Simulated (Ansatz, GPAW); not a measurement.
# Locating the muon in Ca3P2O8

Positive muons stop in Ca3P2O8. The zero-field polarisation below is simulated for a site relaxed by PBE, from the dipoles of the nearest spin-1/2 nuclei alone.

Zero field, powder, muon with the nuclei of the cluster table alone, static positions. Muon polarisation, P(t) against time:

```
time (μs)  muon polarisation, P(t)
      0.0                        1
      0.5                    0.998
      1.0                    0.991
      1.5                    0.980
      2.0                    0.965
      2.5                    0.946
      3.0                    0.923
      3.5                    0.896
      4.0                    0.866
      4.5                    0.832
      5.0                    0.796
      5.5                    0.757
      6.0                    0.716
      6.5                    0.673
      7.0                    0.629
      7.5                    0.584
      8.0                    0.538
      8.5                    0.492
      9.0                    0.446
      9.5                    0.400
     10.0                    0.356
     10.5                    0.313
     11.0                    0.271
     11.5                    0.232
     12.0                    0.195
     12.5                    0.161
     13.0                    0.130
     13.5                    0.102
     14.0                   0.0767
     14.5                   0.0554
     15.0                   0.0378
```

**Question.** Which nuclei are coupled to the muon, and how far away are they?

The cluster is ³¹P at 2.10 Å and ³¹P at 2.29 Å. The muon's nearest atoms: O 1.04 Å, O 1.48 Å, P 2.10 Å, P 2.29 Å. Other geometries may fit nearly as well.

[Logs are printed without paths, hosts, clocks, repeated set-up lines and the standing remarks that a program may print on its own settings, such as how far it seeks lower states.]

[Hosts, paths, dates, database ids (printed as entryN), source tags and the programs' standing remarks are cut or masked in the printed files.]
